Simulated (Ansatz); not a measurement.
**ZnCu (Pm-3m), a vibration from a frozen displacement**

Theory: DFT PBE, scalar-relativistic, plane waves, PAW in Ansatz. Cutoff 420 eV, Γ-centred 16×16×16 k-points, Gaussian smearing of 0.15 eV. No spin polarisation. Energies are free energies at this smearing, counted from the undisturbed cell; pressure is positive in compression.

Reference structure (as given, not relaxed at this level; it stands at 2.3 GPa, and it needn't be the usual structure):

```
Zn Cu
1.0
     2.94500    0.00000    0.00000
     0.00000    2.94500    0.00000
     0.00000    0.00000    2.94500
Zn Cu
1 1
Direct
  0.50000 0.50000 0.50000
  0.00000 0.00000 0.00000
```

Every Zn atom is moved by x along the Cartesian unit vector (-1.000, 0.000, 0.000); the cell and all other atoms stay fixed. The cell's volume is 25.54 Å³; the moved atoms weigh 65.380 u together and the others 63.546 u. Some rows repeat others by symmetry and weren't run.

| x (Å) | ΔE (meV/cell) | total force on the moved atoms along the move (eV/Å) | pressure (GPa) |
| --- | --- | --- | --- |
| -0.1000 | 24.01 | 0.4794 | 2.8673 |
| -0.0875 | 18.39 | 0.4198 | 2.7366 |
| -0.0750 | 13.51 | 0.3600 | 2.6231 |
| -0.0625 | 9.39 | 0.3002 | 2.5270 |
| -0.0500 | 6.01 | 0.2402 | 2.4482 |
| -0.0375 | 3.38 | 0.1802 | 2.3869 |
| -0.0250 | 1.50 | 0.1202 | 2.3431 |
| -0.0125 | 0.38 | 0.0601 | 2.3168 |
| 0.0000 | 0.00 | 0.0000 | 2.3081 |
| 0.0125 | 0.38 | -0.0601 | 2.3168 |
| 0.0250 | 1.50 | -0.1202 | 2.3431 |
| 0.0375 | 3.38 | -0.1802 | 2.3869 |
| 0.0500 | 6.01 | -0.2402 | 2.4482 |
| 0.0625 | 9.39 | -0.3002 | 2.5270 |
| 0.0750 | 13.51 | -0.3600 | 2.6231 |
| 0.0875 | 18.39 | -0.4198 | 2.7366 |
| 0.1000 | 24.01 | -0.4794 | 2.8673 |

What frequency belongs to this motion?

The force constant is k = −dF/dx = 4.808 eV/Å², from the parabola through x = -0.0125, 0 and 0.0125. In every cell the moved atoms swing against the rest, so the mass is μ = m₁m₂/(m₁ + m₂) = 32.225 u, and ν̃ = 521.5 cm⁻¹ × √(|k|/μ) = 201 cm⁻¹, at this cell's pressure of 2.3 GPa. To first order in x, and within 1 %, the force on every atom lies along the move and, within each of the two groups, in proportion to the atom's mass, so this is itself a mode at the zone centre of this cell.

How far does the harmonic law reach?

At x = -0.100 Å, kx²/2 = 24.04 meV against the computed 24.01 meV (-0.1 %): the well is still close to harmonic there.

In a metal these slopes depend on the k mesh and the smearing.